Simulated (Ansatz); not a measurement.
Input of an Ansatz 0.2.0 run:

The input input.yaml:

```yaml
crystal:
  lattice:
    - [-1.5838089719, 1.5838089719, 1.5838089719]
    - [1.5838089719, -1.5838089719, 1.5838089719]
    - [1.5838089719, 1.5838089719, -1.5838089719]
  atoms:
    - { symbol: Mo, position: [0.0, 0.0, 0.0] }
kpoints:
  mp_grid: { grid: [9, 9, 9] }
  band_path:
    path:
      - [0.0, 0.0, 0.0]
      - [0.5, -0.5, 0.5]
      - [0.0, 0.0, 0.5]
      - [0.0, 0.0, 0.0]
      - [0.25, 0.25, 0.25]
      - [0.5, -0.5, 0.5]
    npoints: 10
scf:
  occupations: { method: fermi_dirac, width: 0.05 }
hamiltonian:
  xc: pbesol
  pseudopotentials: { kind: all_electron, lapw: { basis_error: 0.001 } }
magnetization:
  noncollinear: true
  spin_orbit: true
output:
  forces: true
  stress: true
  eigenvalues: true
```

Potentials or basis: all-electron LAPW, relativistic spinors.

Run with:

```sh
$ ansatz run input.yaml --threads 1 --pin off --max-ram 3072MiB --backend cpu --events-out ev --progress --plain --runs-dir out
```

Question: What does it give for the band gap along the path?

Answer: None (metal or under the smearing width).

Question: Estimate the pressure.

Answer: -9.7 GPa.

Levels at the corners of the path, in eV from the Fermi level:
| point | band 28 | band 29 | band 30 | band 31 | band 32 | band 33 |
| --- | --- | --- | --- | --- | --- | --- |
| Γ | -1.36 | -1.36 | -1.36 | -1.22 | -1.22 | 1.65 |
| H | -5.31 | 3.88 | 3.88 | 3.88 | 3.88 | 4.08 |
| N | -3.31 | 1.55 | 1.55 | 1.67 | 1.67 | 2.29 |
| Γ | -1.36 | -1.36 | -1.36 | -1.22 | -1.22 | 1.65 |
| P | -2.53 | -2.53 | -2.53 | 2.41 | 2.41 | 2.41 |
| H | -5.31 | 3.88 | 3.88 | 3.88 | 3.88 | 4.08 |

Caveat: the k mesh is thin for a metal, which can move the energy by tens of meV per atom.
